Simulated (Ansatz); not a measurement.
A 2-atom cell of BAs started from a crystallographic database, relaxed with r2SCAN: it is cubic, F-43m (No. 216); a = 4.784 Å in the conventional setting, 13.68 Å³ an atom. B has 4 As at 2.07 Å; As has 4 B at 2.07 Å. One-shot G0W0@PBE in Ansatz on a 4×4×4 mesh (contour deformation, no spin-orbit coupling), from a PBE gap of 1.428 eV over the mesh points (the G0W0 gap is indirect on the mesh); the number N of bands summed and the screening cutoff rise together. Calculated for a static, non-magnetic cell.

```tsv
N	cutoff (eV)	1000/N	G0W0 gap (eV)
53	80	18.868	1.787
111	140	9.009	1.941
```

Question: Lay a straight line in 1000/N through these rows.

Answer: The slope is -0.0156 eV per unit of 1000/N and the intercept 2.082 eV.

Question: Predict the gap at N = 198 (210 eV).

Answer: 2.082 + (-0.0156) × 5.051 = 2.003 eV; the run gives 2.002 eV, -0.001 eV from the line.

Question: With that run's result added, what limit do the last two rows suggest?

Answer: Their slope is (2.002 − 1.941)/(5.051 − 9.009) = -0.0154, which meets 1/N = 0 at 2.08 eV, against 2.082 eV from the first line. The two lines nearly agree; the k mesh isn't extrapolated.

The runs are scalar-relativistic, without spin-orbit coupling.
